Q: My CdS films sit on substrates that stretch or squeeze them, and I would like to know what that does to the band gap before I order a calculation. Can I work it out on paper?

A: Yes, if you first split the strain into two parts, a change of volume and a change of shape. They act on the gap in different ways, and their effects can be added. These are calculated values for the wurtzite crystal, at the PBE level. Strains count from the cell relaxed with r2SCAN, which is slightly larger than the measured one.

Wurtzite CdS under strain, calculated with Ansatz 0.2.0 (PBE, plane-wave PAW, 420 eV cutoff, 12×12×4 k mesh, no spin polarisation). Strains are per length and, like the changes, count from the cell relaxed with r2SCAN (a = 4.165, c = 6.766 Å). Atoms in the strained cells, and the free normal of the epitaxial ones, were also relaxed with r2SCAN.

```
 strain kind  strain (%)  band gap (eV)  band gap change (eV)  pressure change (GPa)
  biaxial xy       -1.26          1.207                 0.034                   1.58
epitaxial xy          -5          0.975                -0.197                   3.28
epitaxial xy        -0.5          1.167                -0.005                   0.32
epitaxial xy         1.5          1.132                -0.041                  -0.91
epitaxial xy           3          1.061                -0.112                  -1.73
epitaxial xy           5          0.985                -0.187                  -2.71
 hydrostatic       -5.28          1.529                 0.357                  13.90
 hydrostatic          -4          1.447                 0.274                   9.56
 hydrostatic          -3          1.380                 0.207                   6.66
 hydrostatic          -2          1.312                 0.139                   4.12
 hydrostatic        -1.5          1.277                 0.105                   2.98
 hydrostatic          -1          1.243                 0.070                   1.92
 hydrostatic         0.5          1.138                -0.035                  -0.86
 hydrostatic           1          1.102                -0.070                  -1.66
 hydrostatic           2          1.032                -0.141                  -3.10
 hydrostatic           3          0.961                -0.212                  -4.33
 hydrostatic           4          0.891                -0.282                  -5.39
  uniaxial z         0.5          1.152                -0.020                  -0.29
```

Q: Let me begin with volume. Why does the gap open when I compress the crystal evenly?

A: The bottom of the conduction band is mostly an antibonding mixture of cadmium and sulfur s orbitals, while the top of the valence band is mostly sulfur p. Shorter bonds mean stronger overlap, and overlap drives an antibonding s level up faster than it moves the p level. That is the standard account for tetrahedral semiconductors with both band edges at the centre of the Brillouin zone, as here. The table shows only the result: the gap shrinks by about 0.07 eV for each per cent added to all lengths, and grows as much for each per cent removed.

Q: Then a film squeezed in its plane should have a wider gap, since it is denser.

A: It is denser, yet its gap is narrower. At 5 % in-plane compression the epitaxial film has lost 0.197 eV, and at 5 % tension it has lost 0.187 eV. A volume effect has to change sign between compression and tension. Something else must lower the gap in both directions, and that is the change of shape.

Q: How can opposite distortions do the same thing?

A: Think of the three sulfur p orbitals at the valence top. Two lie in the plane and form a pair of equal energy; the third points along c. At the zone centre the p orbitals of neighbouring cells all point the same way, so along their own axis lobes of opposite sign face each other, which is antibonding. The slanted bonds to cadmium add to this: when an axis shortens they tilt away from it, and the p orbital along it is bonded less firmly. So shorten an axis and the level that points along it rises; lengthen the axis and that level sinks.

Squeeze the film in its plane and the in-plane pair rises. Stretch it, so that c shrinks, and the level along c rises instead. The gap is measured from whichever level is on top, so either distortion costs gap once it is large enough. This is theory's explanation: the orbital character of the top level isn't listed, so the exchange of levels isn't shown directly. It is also only part of the effect, because the conduction edge seems to respond to shape as well.

Q: And the rule?

A: Call the in-plane strain p, the same in both in-plane directions, and the strain along c simply c, both in per cent, with tension positive. Then

volume strain V = 2p + c
shape strain S = c − p

and the gap change in meV is

−23 V − 33 S, if S is positive (c stretched relative to the plane)
−23 V − 7 |S|, if S is negative (c shortened relative to the plane)

The three coefficients come from a least-squares fit to all 18 rows, rounded afterwards.

Q: I know the in-plane strain of my film, but not the other one.

A: A film that is free along its normal answers in-plane tension by getting thinner. In the relaxed cells of this series the normal strain is 0.93 to 1.01 times the in-plane strain, with the opposite sign. So take c = −p.

For the film at +3 %, that means p = 3 and c = −3:

V = 6 − 3 = 3
S = −3 − 3 = −6
gap change = −23 × 3 − 7 × 6 = −69 − 42 = −111 meV

The calculation gives −112 meV. Volume and shape pull the same way here, and volume does more of the work.

Q: Now show me one that goes less well.

A: Take the biaxial row, compressed by 1.26 % in the plane while c is held fixed:

V = −2.52
S = +1.26
gap change = +58 − 42 = +16 meV

The calculation gives +34 meV. The sign is right but the size is only half. With the volume part at +58 meV, the calculation leaves about −24 meV for shape, where the rule takes −42. The slope of 33 is too steep for so gentle a strain, and because the two parts oppose each other, the error weighs heavily in the sum. Both worked rows were part of the fit, so neither is an independent test.

Q: How far may I trust it across the whole table?

A: Every row is reproduced to within 0.02 eV of the PBE value. For large strains that is a small fraction of the change; for small ones it can exceed the change itself. The film at −0.5 % loses 5 meV, and the rule says about 22. Use it to decide whether a strain matters, not to interpret a shift of a few meV.

The coefficient 33 is also the least secure, because it is set almost entirely by the film at −5 %. The three gently strained rows with c stretched relative to the plane ask for about 19 instead. No film lies between −0.5 and −5 %, so I can't tell you where the steeper slope sets in, and in that range the error may well exceed 0.02 eV.

Q: Does the good fit prove your story of the two levels?

A: No, it is only consistent with it. A smooth parabola in the shape strain, with just as many coefficients, misses by up to 38 meV, about twice as much as the version with a kink. A kink is what an exchange of the top level would produce, but with so few distorted cells a more flexible smooth curve might do as well.

The sizes of the slopes are less obliging. If the p levels simply spread about a fixed average and the conduction edge followed volume alone, the single level would move twice as far as the pair. The slope for shortened c should then be the larger one, and it is much the smaller. So shape must also act in some other way, and the calculated band edges point mostly to the conduction edge. Set the film at −5 % beside an evenly compressed crystal of the same volume, interpolated between two rows: its valence top lies about 0.14 eV higher, and its conduction edge about 0.19 eV lower. For the film at +5 % the same comparison gives only about 0.05 eV higher and 0.03 eV lower. The conduction edge thus makes most of the difference between the two slopes, though the valence top doesn't follow the simple spread either. Such a comparison assumes that film and crystal share the same zero of energy, which is reasonable at equal volume but not exact. The picture gives you the direction of the effect; the coefficients have to come from the calculation.

Q: Where should I stop using it?

A: Near zero shape strain, be careful. The rule pretends that the pair and the single level start at the same energy, whereas in a real wurtzite crystal they are already slightly apart. In CdS the pair is expected to be on top, so the shape effect of a slight shortening of c should at first widen the gap, until the single level takes over. The film at +1.5 % agrees with such a late start: take away the volume part, and less than 10 meV is left for shape, where the rule takes 21. Spin-orbit coupling, which is absent here, also splits the valence top by tens of meV, and that matters most where two levels are close.

Under pressure the limit is the crystal itself. CdS turns to the rocksalt structure at roughly 3 GPa, so the rows with 2 % or more of even compression describe wurtzite held beyond its stable range.

And use the rule for changes only. PBE puts the unstrained gap near 1.2 eV, against roughly 2.5 eV in experiment. Adding the estimated change to your measured gap is reasonable, but it assumes that PBE gets the strain response better than the gap, which this table can't test.

Q: What do I keep in my head for films?

A: About 0.04 eV lost per per cent of in-plane strain, for films at 3 to 5 % tension or at 5 % compression. Gentler strains cost less: about 0.03 eV per per cent at +1.5 % and only 0.01 at −0.5 %. For other strains that treat both in-plane directions alike, ask two questions: does the volume grow, and which axis became shorter relative to the others? Stretch c with the sides held, for example, and both answers lower the gap, as the uniaxial row confirms.
